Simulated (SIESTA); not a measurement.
Runs of SIESTA 5.4.2 on SnTe. It takes space group Fm-3m (No. 225, cubic). The conventional cell has a = 6.302 Å, b = 6.302 Å, c = 6.302 Å, α = 90.00°, β = 90.00°, γ = 90.00°. Around Te (site symmetry m-3m) lie 6 Sn at 3.15 Å. Around Sn (site symmetry m-3m) lie 6 Te at 3.15 Å. 

```csv
task,level,potentials or basis,cell,force tolerance,pressure (GPa),relaxed volume (Å³/atom)
relaxation of cell and atoms,PBE,"PseudoDojo 0.4 standard (PBE files), DZP (energy shift 0.003 Ry; two zetas on semicore shells)",relaxed,0.01 eV/Å,0.0,33.27
single point,PBE,"PseudoDojo 0.4 standard (PBE files), SZP (energy shift 0.003 Ry)",as given,-,(a),-
relaxation of cell and atoms,PBE,"PseudoDojo 0.4 standard (PBE files), TZP (energy shift 0.003 Ry; two zetas on semicore shells)",relaxed,0.01 eV/Å,0.0,33.34
band structure,PBE,"PseudoDojo 0.4 standard (PBE files), TZP (energy shift 0.003 Ry; two zetas on semicore shells)",as given,-,(b),-
band structure,RPBE,"PseudoDojo 0.4 standard (PBE files), DZP (energy shift 0.003 Ry; two zetas on semicore shells)",as given,-,4.3,-
```

Alike in all rows: no spin polarisation; k mesh 7 × 7 × 7; smearing fermi-dirac 0.05 eV; grid cutoff 500 Ry; energy shift 0.003 Ry.

Q: Estimate the missing entries.

A: (a) 4.1; (b) 2.9.

Caveats: the basis of atomic orbitals isn't converged, which shifts pressures, moduli and gaps; the potentials were made for another functional, which shifts forces and pressure (some runs).
